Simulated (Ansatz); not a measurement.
# CdTe: the cost of one run

The runs shown are made with Ansatz 0.2.0. PAW datasets, plane waves, zero pressure. Spin-unpolarised throughout; all numbers are computed.

The COD entry's cell or inner coordinates are ideal or old and differ from later refinements, so a difference from it is no clean test against experiment.

**1. The cell**

It is cubic, F-43m (No. 216); a = 6.410 Å in the conventional setting, 32.92 Å³ an atom. Cd has 4 Te at 2.78 Å; Te has 4 Cd at 2.78 Å.

As a file:

```cif
data_structure
_symmetry_space_group_name_H-M 'F-43m'
_symmetry_Int_Tables_number 216
_cell_length_a 6.4100
_cell_length_b 6.4100
_cell_length_c 6.4100
_cell_angle_alpha 90.000
_cell_angle_beta 90.000
_cell_angle_gamma 90.000
_cell_volume 263.37
loop_
_atom_site_label
_atom_site_type_symbol
_atom_site_symmetry_multiplicity
_atom_site_Wyckoff_symbol
_atom_site_fract_x
_atom_site_fract_y
_atom_site_fract_z
_atom_site_occupancy
Cd1 Cd 4 a 0.00000 0.00000 0.00000 1
Te1 Te 4 d 0.25000 0.25000 0.75000 1
```

**2. Relaxing with PBE**

input.yaml

```yaml
crystal:
  lattice:
    - [0.0, 3.205, 3.205]
    - [3.205, 0.0, 3.205]
    - [3.205, 3.205, 0.0]
  atoms:
    - { symbol: Cd, position: [0.0, 0.0, 0.0] }
    - { symbol: Te, position: [0.25, 0.25, 0.25] }
kpoints:
  mp_grid: { grid: [6, 6, 6] }
hamiltonian:
  xc: pbe
scf:
  occupations: { method: fermi_dirac, width: 0.02 }
relax:
  f_tol: 0.005
  cell: {}
```

Command:

```
$ ansatz run input.yaml --threads 2 --pin off --max-ram 4608MiB --backend cpu --events-out ev --progress --plain --runs-dir out
```

Q: Estimate wall time and peak memory on 2 threads of Intel Xeon 6975P-C (Granite Rapids), shared host.

About 5.4 s, with a peak of 0.42 GiB.
